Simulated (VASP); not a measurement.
Here is a VASP 6.6.1 calculation.

INCAR

```
SYSTEM = InP
  PREC = Accurate
  ENCUT = 600
  EDIFF = 1E-6
  ISMEAR = -1
  SIGMA = 0.05
  LREAL = .False.
  LASPH = .True.
  NELM = 80
  ALGO = Fast
  ISIF = 3
  LWAVE = .False.
  LCHARG = .False.
  GGA = CA
  IBRION = 2
  NSW = 60
  EDIFFG = -0.02
  PSTRESS = 100
```

KPOINTS

```
Automatic mesh
0
Gamma
  8 8 8
  0 0 0
```

Contents of POSCAR:

```
InP
1.0
    0.0000000000      2.9305000000      2.9305000000
    2.9305000000      0.0000000000      2.9305000000
    2.9305000000      2.9305000000      0.0000000000
In P
1 1
Direct
    0.0000000000      0.0000000000      0.0000000000
    0.7500000000      0.7500000000      0.7500000000
```

Potentials or basis: VASP PAW LDA potentials, release 64 (In_d, P).

The run is started by

```bash
$ cat potpaw_LDA.64/In_d/POTCAR potpaw_LDA.64/P/POTCAR > POTCAR
$ mpirun -np 1 vasp_std > vasp.out
```

(1) Estimate the relaxed volume.

(2) Estimate the relaxed cell.

(3) What does it give for the space group after relaxing (to 0.05 Å)?

(4) What does it give for the band gap on the k mesh?

Results:

(1) 22.20 Å³/atom.

(2) a = 3.975 Å, b = 3.975 Å, c = 3.975 Å, α = 60.00°, β = 60.00°, γ = 60.00°.

(3) F-43m (No. 216).

(4) 1.18 eV, direct.

Caveat: the cell is relaxed towards a set pressure, so the enthalpy falls and the energy may rise; spin-orbit coupling is left out, which moves the levels of the heavy elements.
